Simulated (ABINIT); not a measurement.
# TiSi2 (P6/mmm) in ABINIT: notebook

One crystal, TiSi2, is run at these levels: PBE, PBEsol; tasks: single point.

Everything below comes from runs of ABINIT 10.8.3 (patched build). Logs are shortened: lines on timing, memory, paths and dates and some standing lists are left out, and cuts for length are marked. The log counts tension as positive stress, the text compression.

## (1) The crystal as given

Symmetry: P6/mmm, No. 191, hexagonal system. The conventional cell has a = 4.375 Å, b = 4.375 Å, c = 2.561 Å, α = 90.00°, β = 90.00°, γ = 120.00°. Ti (site symmetry 6/mmm) is surrounded by 2 Ti at 2.56 Å and 12 Si at 2.83 Å. Around Si (site symmetry -6m2) lie 5 Si at 2.53 to 2.56 Å and 6 Ti at 2.83 Å.

The cell was built by a generator and needn't be a form met in nature.

## (2) Single point, PBE (atoms moved at random)

Contents of run.abi:

```
# Pseudopotentials
pp_dirpath "./"
pseudos "Ti.upf, Si.upf"

# Structure
acell 4.37464 4.3746405435 2.56101 Angstrom
rprim
     1.0000000000     0.0000000000     0.0000000000
    -0.4999999379     0.8660254396     0.0000000000
     0.0000000000     0.0000000000     1.0000000000
ntypat 2
znucl 22 14
natom 3
typat 1 2 2
xred
    -0.0284460000    -0.0086350000     0.0416310000
     0.3208070000     0.6585000000     0.5066840000
     0.7002220000     0.3427250000     0.4872270000
chkprim 0
chksymtnons 0
tolsym 1.0e-6

# Plane-wave basis
ecut 42.0

# k points
kptopt 1
ngkpt 5 5 8
nshiftk 1
shiftk 0.0 0.0 0.0

# Exchange and correlation
ixc 11

# Bands and occupations
nband 14
occopt 3
tsmear 0.05 eV

# SCF cycle
nstep 100
tolvrs 1.0e-10

# Output
iomode 3
prtwf 0
prtden 0
prteig 0
prtebands 0
enunit 2
prtvol 2
```

Potentials or basis: Ansatz NC PBE.

Run with:

```sh
$ abinit run.abi > log 2>&1
```

run.abo:

```text
[... set-up lines left out ...]
 ETOT  1  -67.836094059284    -6.784E+01 9.294E-02 1.510E+02
 ETOT  2  -67.554215283347     2.819E-01 6.310E-02 2.881E+03
 ETOT  3  -67.924864299428    -3.706E-01 2.938E-02 2.360E+02
 ETOT  4  -67.956760019589    -3.190E-02 1.751E-02 6.493E+00
 ETOT  5  -67.957747194543    -9.872E-04 4.675E-03 6.249E-03
 ETOT  6  -67.957763903233    -1.671E-05 3.194E-03 4.561E-03
 ETOT  7  -67.957765637023    -1.734E-06 1.135E-03 4.157E-03
 ETOT  8  -67.957766310830    -6.738E-07 1.283E-03 8.038E-04
 ETOT  9  -67.957766442990    -1.322E-07 1.153E-03 3.462E-05
 ETOT 10  -67.957766453019    -1.003E-08 9.556E-04 9.782E-07
 ETOT 11  -67.957766454173    -1.154E-09 1.367E-03 1.356E-08
 ETOT 12  -67.957766454367    -1.940E-10 8.506E-04 9.766E-09
 ETOT 13  -67.957766454405    -3.789E-11 1.114E-03 2.171E-10
 ETOT 14  -67.957766454414    -8.882E-12 5.827E-04 8.136E-11

 At SCF step   14       vres2   =  8.14E-11 < tolvrs=  1.00E-10 =>converged.

 Cartesian components of stress tensor (hartree/bohr^3)
  sigma(1 1)= -1.52920669E-04  sigma(3 2)=  6.07332192E-06
  sigma(2 2)= -4.07155425E-05  sigma(3 1)=  4.33310786E-05
  sigma(3 3)= -1.27775055E-05  sigma(2 1)= -8.18008560E-05

--- !ResultsGS
iteration_state: {dtset: 1, }
comment   : Summary of ground state results
lattice_vectors:
- [  8.2668715,   0.0000000,   0.0000000, ]
- [ -4.1334357,   7.1593219,   0.0000000, ]
- [  0.0000000,   0.0000000,   4.8396075, ]
lattice_lengths: [   8.26687,    8.26687,    4.83961, ]
lattice_angles: [ 90.000,  90.000, 120.000, ] # degrees, (23, 13, 12)
lattice_volume:   2.8643311E+02
convergence: {deltae: -8.882E-12, res2:  8.136E-11, residm:  5.827E-04, diffor: null, }
etotal    :  -6.79577665E+01
entropy   :   0.00000000E+00
fermie    :   4.10578793E-01
cartesian_stress_tensor: # hartree/bohr^3
- [ -1.52920669E-04,  -8.18008560E-05,   4.33310786E-05, ]
- [ -8.18008560E-05,  -4.07155425E-05,   6.07332192E-06, ]
- [  4.33310786E-05,   6.07332192E-06,  -1.27775055E-05, ]
pressure_GPa:   2.0243E+00
xred      :
- [ -2.8446E-02,  -8.6350E-03,   4.1631E-02, Ti]
- [  3.2081E-01,   6.5850E-01,   5.0668E-01, Si]
- [  7.0022E-01,   3.4272E-01,   4.8723E-01, Si]
cartesian_forces: # hartree/bohr
- [  9.37872437E-03,  -1.62704363E-03,  -6.51889045E-03, ]
- [  1.84054188E-02,   9.92586616E-03,   1.34932193E-03, ]
- [ -2.77841431E-02,  -8.29882253E-03,   5.16956852E-03, ]
force_length_stats: {min:   1.15370566E-02, max:   2.94542612E-02, mean:   2.06487002E-02, }
...

 Integrated electronic density in atomic spheres:
 ------------------------------------------------
 Atom  Sphere_radius  Integrated_density
    1        2.00000          9.62153015
    2        2.00000          1.74714194
    3        2.00000          1.75578808
================================================================================

 ----iterations are completed or convergence reached----

 Mean square residual over all n,k,spin=   61.388E-07; max=  58.275E-05
   0.0000  0.0000  0.0000    1  2.74149E-04 kpt; spin; max resid(k); each band:
  8.16E-16 2.80E-16 4.34E-16 3.56E-17 2.21E-16 7.23E-16 4.54E-16 1.52E-15
  1.52E-13 2.94E-15 4.44E-14 8.56E-06 2.74E-04 5.46E-07
   0.2000  0.0000  0.0000    1  1.55499E-04 kpt; spin; max resid(k); each band:
  7.47E-16 2.72E-16 3.23E-16 3.58E-17 2.37E-16 3.35E-16 8.07E-16 7.57E-16
  2.73E-15 2.28E-15 3.26E-12 1.57E-05 4.41E-06 1.55E-04
   0.4000  0.0000  0.0000    1  1.12456E-06 kpt; spin; max resid(k); each band:
  8.00E-16 1.94E-16 2.69E-16 4.27E-17 2.83E-16 3.34E-16 2.29E-16 8.02E-16
  1.31E-15 4.10E-15 2.30E-14 1.11E-08 7.42E-08 1.12E-06
   0.0000  0.2000  0.0000    1  3.81380E-05 kpt; spin; max resid(k); each band:
  7.78E-16 2.41E-16 3.84E-16 4.49E-17 2.38E-16 3.92E-16 5.83E-16 5.90E-16
  3.94E-15 1.18E-14 1.58E-14 1.36E-06 3.81E-05 4.68E-06
   0.2000  0.2000  0.0000    1  5.13786E-08 kpt; spin; max resid(k); each band:
  7.89E-16 2.38E-16 2.90E-16 4.28E-17 2.71E-16 2.58E-16 4.55E-16 9.13E-16
  9.21E-16 2.03E-15 5.93E-15 5.08E-09 3.38E-08 5.14E-08
   0.4000  0.2000  0.0000    1  8.50130E-07 kpt; spin; max resid(k); each band:
  7.90E-16 2.20E-16 2.70E-16 4.32E-17 2.30E-16 3.38E-16 3.78E-16 1.02E-15
[... 271 lines left out ...]
   0.0000  0.4000  0.5000    1  9.14457E-05 kpt; spin; max resid(k); each band:
  3.25E-16 1.56E-16 1.44E-16 1.48E-16 3.54E-16 1.76E-16 4.93E-16 4.64E-15
[... 42 lines left out ...]
 kpt#   1, nband= 14, wtk=  0.00500, kpt=  0.0000  0.0000  0.0000 (reduced coord)
  -1.67226   -0.80299   -0.80198   -0.77862   -0.07547    0.20313    0.22442    0.23401
   0.34789    0.35660    0.39669    0.51497    0.51962    0.53124
      occupation numbers for kpt#   1
   2.00000    2.00000    2.00000    2.00000    2.00000    2.00000    2.00000    2.00000
   2.00000    2.00000    1.99896    0.00000    0.00000    0.00000
 kpt#   2, nband= 14, wtk=  0.01000, kpt=  0.2000  0.0000  0.0000 (reduced coord)
  -1.67225   -0.80303   -0.80215   -0.77862   -0.06091    0.12072    0.22830    0.30298
   0.34117    0.36700    0.39549    0.51380    0.51490    0.55056
      occupation numbers for kpt#   2
   2.00000    2.00000    2.00000    2.00000    2.00000    2.00000    2.00000    2.00000
   2.00000    2.00000    1.99946    0.00000    0.00000    0.00000
 kpt#   3, nband= 14, wtk=  0.01000, kpt=  0.4000  0.0000  0.0000 (reduced coord)
  -1.67224   -0.80310   -0.80243   -0.77861   -0.01958    0.04289    0.22306    0.27798
   0.38137    0.38454    0.46421    0.50906    0.51304    0.55370
      occupation numbers for kpt#   3
   2.00000    2.00000    2.00000    2.00000    2.00000    2.00000    2.00000    2.00000
[... 574 lines left out ...]
      occupation numbers for kpt#  99
   2.00000    2.00000    2.00000    2.00000    2.00000    2.00000    2.00000    2.00000
   2.00000    1.89289    0.00017    0.00000    0.00000    0.00000
 kpt# 100, nband= 14, wtk=  0.01000, kpt= -0.4000  0.4000  0.5000 (reduced coord)
  -1.66610   -0.81788   -0.79792   -0.79690    0.11906    0.19771    0.23499    0.26841
   0.27866    0.41669    0.43933    0.44916    0.48457    0.50138
      occupation numbers for kpt# 100
   2.00000    2.00000    2.00000    2.00000    2.00000    2.00000    2.00000    2.00000
   2.00000    0.06934    0.00000    0.00000    0.00000    0.00000
 kpt# 101, nband= 14, wtk=  0.01000, kpt= -0.2000  0.4000  0.5000 (reduced coord)
  -1.66610   -0.81789   -0.79790   -0.79688    0.11577    0.18793    0.23785    0.28454
   0.29438    0.39801    0.41992    0.45014    0.47367    0.50556
      occupation numbers for kpt# 101
   2.00000    2.00000    2.00000    2.00000    2.00000    2.00000    2.00000    2.00000
   2.00000    1.99787    0.01232    0.00000    0.00000    0.00000
 Fermi (or HOMO) energy (eV) =  11.17242   Average Vxc (eV)= -11.57798
 Eigenvalues (   eV  ) for nkpt= 101  k points:
 kpt#   1, nband= 14, wtk=  0.00500, kpt=  0.0000  0.0000  0.0000 (reduced coord)
 -45.50439  -21.85049  -21.82286  -21.18737   -2.05365    5.52750    6.10668    6.36775
   9.46652    9.70360   10.79443   14.01297   14.13946   14.45565
 kpt#   2, nband= 14, wtk=  0.01000, kpt=  0.2000  0.0000  0.0000 (reduced coord)
 -45.50423  -21.85163  -21.82764  -21.18725   -1.65745    3.28506    6.21237    8.24451
   9.28361    9.98655   10.76192   13.98124   14.01115   14.98163
 kpt#   3, nband= 14, wtk=  0.01000, kpt=  0.4000  0.0000  0.0000 (reduced coord)
 -45.50399  -21.85349  -21.83532  -21.18705   -0.53269    1.16721    6.06975    7.56429
  10.37753   10.46379   12.63191   13.85215   13.96048   15.06702
 kpt#   4, nband= 14, wtk=  0.01000, kpt=  0.0000  0.2000  0.0000 (reduced coord)
 -45.50422  -21.85493  -21.82492  -21.18724   -1.66861    3.59232    5.84913    7.91756
   9.31814   10.17429   10.84134   13.89295   14.07560   14.81652
 kpt#   5, nband= 14, wtk=  0.01000, kpt=  0.2000  0.2000  0.0000 (reduced coord)
 -45.50402  -21.85642  -21.83114  -21.18708   -0.92227    1.95513    5.29712    8.89014
   9.39785   10.57143   11.94607   13.85384   13.96890   14.56925
 kpt#   6, nband= 14, wtk=  0.01000, kpt=  0.4000  0.2000  0.0000 (reduced coord)
 -45.50390  -21.85744  -21.83493  -21.18698    0.31163    0.46387    4.72068    9.02243
[... 271 lines left out ...]
 kpt#  97, nband= 14, wtk=  0.01000, kpt=  0.0000  0.4000  0.5000 (reduced coord)
 -45.33687  -22.25561  -21.71213  -21.68516    3.29120    5.40771    6.21247    7.22800
   7.67472   11.35708   11.97137   12.29379   13.24855   13.66578
 kpt#  98, nband= 14, wtk=  0.01000, kpt=  0.2000  0.4000  0.5000 (reduced coord)
 -45.33681  -22.25516  -21.71244  -21.68661    3.63991    5.30531    5.89456    6.83479
   8.04860   11.07296   11.64433   12.43856   12.57904   13.15951
 kpt#  99, nband= 14, wtk=  0.01000, kpt=  0.4000  0.4000  0.5000 (reduced coord)
 -45.33681  -22.25515  -21.71273  -21.68636    3.58512    5.40380    5.84880    6.91331
   8.02405   11.02882   11.64001   12.44253   12.58401   13.14028
 kpt# 100, nband= 14, wtk=  0.01000, kpt= -0.4000  0.4000  0.5000 (reduced coord)
 -45.33686  -22.25559  -21.71257  -21.68478    3.23966    5.38005    6.39430    7.30390
   7.58272   11.33875   11.95465   12.22213   13.18574   13.64336
 kpt# 101, nband= 14, wtk=  0.01000, kpt= -0.2000  0.4000  0.5000 (reduced coord)
 -45.33690  -22.25588  -21.71192  -21.68432    3.15037    5.11388    6.47211    7.74271
   8.01055   10.83027   11.42658   12.24901   12.88917   13.75712
 Total charge density [el/Bohr^3]
)     Maximum=    1.4012E+00  at reduced coord.    0.9800    0.0000    0.1667
)Next maximum=    1.3979E+00  at reduced coord.    0.9600    0.9800    0.1667
)     Minimum=    1.6294E-03  at reduced coord.    0.3200    0.6600    0.5000
)Next minimum=    1.7452E-03  at reduced coord.    0.7000    0.3400    0.5000
   Integrated=    2.0000E+01

--- !EnergyTerms
iteration_state     : {dtset: 1, }
comment             : Components of total free energy in Hartree
kinetic             :  2.73659276046094E+01
hartree             :  1.70356431745516E+01
xc                  : -1.19978407967394E+01
Ewald energy        : -4.81826503190994E+01
psp_core            :  1.33219521524054E+00
local_psp           : -5.52620938877987E+01
non_local_psp       :  1.75137762532269E+00
internal            : -6.79574413839132E+01
'-kT*entropy'       : -3.25070500887071E-04
total_energy        : -6.79577664544141E+01
total_energy_eV     : -1.84922503140523E+03
band_energy         : -5.29221831457303E+00
...

 Cartesian components of stress tensor (hartree/bohr^3)
  sigma(1 1)= -1.52920669E-04  sigma(3 2)=  6.07332192E-06
  sigma(2 2)= -4.07155425E-05  sigma(3 1)=  4.33310786E-05
  sigma(3 3)= -1.27775055E-05  sigma(2 1)= -8.18008560E-05

-Cartesian components of stress tensor (GPa)         [Pressure=  2.0243E+00 GPa]
- sigma(1 1)= -4.49908141E+00  sigma(3 2)=  1.78683300E-01
- sigma(2 2)= -1.19789262E+00  sigma(3 1)=  1.27484435E+00
- sigma(3 3)= -3.75927189E-01  sigma(2 1)= -2.40666427E+00

== END DATASET(S) ==============================================================
================================================================================

 -outvars: echo values of variables after computation  --------
            acell      8.2668714994E+00  8.2668725265E+00  4.8396075057E+00 Bohr
           etotal     -6.7957766454E+01
            fcart      9.3787243660E-03 -1.6270436283E-03 -6.5188904508E-03
                       1.8405418756E-02  9.9258661625E-03  1.3493219263E-03
                      -2.7784143122E-02 -8.2988225342E-03  5.1695685245E-03
            rprim      1.0000000000E+00  0.0000000000E+00  0.0000000000E+00
                      -4.9999993790E-01  8.6602543960E-01  0.0000000000E+00
                       0.0000000000E+00  0.0000000000E+00  1.0000000000E+00
           strten     -1.5292066898E-04 -4.0715542451E-05 -1.2777505453E-05
                       6.0733219201E-06  4.3331078570E-05 -8.1800855994E-05
           xangst     -1.0555350124E-01 -3.2714129248E-02  1.0661740731E-01
                      -3.6935085576E-02  2.4947601749E+00  1.2976227908E+00
                       2.3135699231E+00  1.2984307987E+00  1.2477932193E+00
             xred     -2.8446000000E-02 -8.6350000000E-03  4.1631000000E-02
                       3.2080700000E-01  6.5850000000E-01  5.0668400000E-01
                       7.0022200000E-01  3.4272500000E-01  4.8722700000E-01
 Calculation completed.
```

Run time: 3.8 min. Hardware: 1 thread of Arm Neoverse V1, shared host; peak memory 0.15 GiB.

Results:

```
Free energy                                           : -1849.2250 eV
Pressure                                              : 2.0 GPa
Largest force                                         : 1.515 eV/Å
Band gap on the k mesh                                : none (metal or under the smearing width)
Valence electrons inside the program's atomic spheres : Ti 9.62; Si 1.75, 1.76
```

Forces on the atoms (eV/Å):
```
Ti   0.482 -0.084 -0.335
Si   0.946  0.510  0.069
Si  -1.429 -0.427  0.266
```

Stress tensor (GPa, compression positive):
```
 4.50  2.41 -1.27
 2.41  1.20 -0.18
-1.27 -0.18  0.38
```

## (3) Single point, PBEsol

run.abi, as its differences from that of step 2:

```diff
@@ -5,3 +5,3 @@
 # Structure
-acell 4.37464 4.3746405435 2.56101 Angstrom
+acell 8.2668714938 8.2668725209 4.8396075024
 rprim
@@ -15,8 +15,5 @@
 xred
-    -0.0284460000    -0.0086350000     0.0416310000
-     0.3208070000     0.6585000000     0.5066840000
-     0.7002220000     0.3427250000     0.4872270000
-chkprim 0
-chksymtnons 0
-tolsym 1.0e-6
+     0.0000000000     0.0000000000     0.0000000000
+     0.3333300000     0.6666700000     0.5000000000
+     0.6666700000     0.3333300000     0.5000000000
 
@@ -32,3 +29,3 @@
 # Exchange and correlation
-ixc 11
+ixc -116133
 
@@ -50,2 +47 @@
 enunit 2
-prtvol 2
```

Potentials or basis: PseudoDojo NC SR PBEsol v0.4.1 standard.

Run with:

```sh
$ abinit run.abi > log 2>&1
```

run.abo:

```text
.Version 10.8.3 of ABINIT
 Symmetries : space group Cm m m (# 65); Bravais oC (1-face-center ortho.)
================================================================================
 Values of the parameters that define the memory need of the present run
     intxc =       0    ionmov =       0      iscf =       7    lmnmax =       6
     lnmax =       6     mgfft =      50  mpssoang =       3    mqgrid =    3001
     natom =       3  nloc_mem =       1    nspden =       1   nspinor =       1
    nsppol =       1      nsym =       8    n1xccc =    2501    ntypat =       2
    occopt =       3   xclevel =       2
       mpw =        3752          nfft =       75000          nkpt =          45
================================================================================
================================================================================

--------------------------------------------------------------------------------
------------- Echo of variables that govern the present computation ------------
--------------------------------------------------------------------------------
 -outvars: echo values of preprocessed input variables --------
            acell      8.2668720072E+00  8.2668720072E+00  4.8396075024E+00 Bohr
              amu      4.78800000E+01  2.80855000E+01
             ecut      4.20000000E+01 Hartree
           enunit           2
              ixc     -116133
         kptrlatt        5    0    0      0    5    0      0    0    8
          kptrlen      3.87168600E+01
            natom           3
[... 190 lines left out ...]
Ewald energy        : -4.83127155021839E+01
psp_core            :  2.12954256806616E+00
local_psp           : -5.49854388130348E+01
non_local_psp       :  1.56516836012242E+00
internal            : -6.78045404718454E+01
'-kT*entropy'       : -4.42827336719758E-04
total_energy        : -6.78049832991821E+01
total_energy_eV     : -1.84506758995634E+03
band_energy         : -6.09021846421463E+00
...

 Cartesian components of stress tensor (hartree/bohr^3)
  sigma(1 1)=  1.27258550E-04  sigma(3 2)=  0.00000000E+00
  sigma(2 2)=  1.27243401E-04  sigma(3 1)=  0.00000000E+00
  sigma(3 3)=  1.59034435E-04  sigma(2 1)= -1.31194426E-08

-Cartesian components of stress tensor (GPa)         [Pressure= -4.0556E+00 GPa]
- sigma(1 1)=  3.74407579E+00  sigma(3 2)=  0.00000000E+00
- sigma(2 2)=  3.74363009E+00  sigma(3 1)=  0.00000000E+00
- sigma(3 3)=  4.67895462E+00  sigma(2 1)= -3.85987327E-04

== END DATASET(S) ==============================================================
================================================================================

 -outvars: echo values of variables after computation  --------
            acell      8.2668720072E+00  8.2668720072E+00  4.8396075024E+00 Bohr
           etotal     -6.7804983299E+01
            fcart     -0.0000000000E+00 -0.0000000000E+00 -0.0000000000E+00
                       5.2610407305E-06 -3.0374627789E-06 -0.0000000000E+00
                      -5.2610407305E-06  3.0374627789E-06 -0.0000000000E+00
            rprim      1.0000000000E+00  1.0756906938E-07  0.0000000000E+00
                      -5.0000003107E-01  8.6602538584E-01  0.0000000000E+00
                       0.0000000000E+00  0.0000000000E+00  1.0000000000E+00
           strten      1.2725854960E-04  1.2724340057E-04  1.5903443506E-04
                       0.0000000000E+00  0.0000000000E+00 -1.3119442579E-08
           xangst      0.0000000000E+00  0.0000000000E+00  0.0000000000E+00
                      -2.1963826706E-05  2.5257124698E+00  1.2805049991E+00
                       2.1873419622E+00  1.2628375274E+00  1.2805049991E+00
             xred      0.0000000000E+00  0.0000000000E+00  0.0000000000E+00
                       3.3333000000E-01  6.6667000000E-01  5.0000000000E-01
                       6.6667000000E-01  3.3333000000E-01  5.0000000000E-01
 Calculation completed.
```

Run time: 1.9 min. Hardware: 1 thread of Arm Neoverse V1, shared host; peak memory 0.11 GiB.

What came out:

| Item | Value |
| --- | --- |
| Free energy | -1845.0676 eV |
| Pressure | -4.1 GPa |
| Band gap on the k mesh | none (metal or under the smearing width) |
| Valence electrons inside the program's atomic spheres | Ti 9.61; Si 1.74 |
